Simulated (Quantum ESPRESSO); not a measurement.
Crystal: Bi.

```xyz
2
Lattice="2.2675 1.3091 3.9380 -2.2675 1.3091 3.9380 0.0000 -2.6183 3.9380" Properties=species:S:1:pos:R:3 pbc="T T T"
Bi    0.0000    0.0000    9.0495
Bi    0.0000    0.0000    2.7645
```

Base run:

```yaml
Program: Quantum ESPRESSO 7.5
Functional: PBE
Potentials_or_basis: PseudoDojo 0.4.1 SR PBE standard
Cutoff: 898 eV
Density_cutoff: 3592 eV
k_mesh: 7 × 7 × 7
Occupations: fermi-dirac, width 0.05 eV
Spin: no spin polarisation
```

Its results: pressure 2.1 GPa; largest force 0.218 eV/Å.

Q: The run is repeated on the same cell with these changes: functional from PBE to PBEsol; potentials or basis from PseudoDojo 0.4.1 SR PBE standard to PseudoDojo 0.4.1 SR PBEsol standard. What comes out?

A: Pressure -0.3 GPa; largest force 0.149 eV/Å.

Not every run made on this cell is shown here.
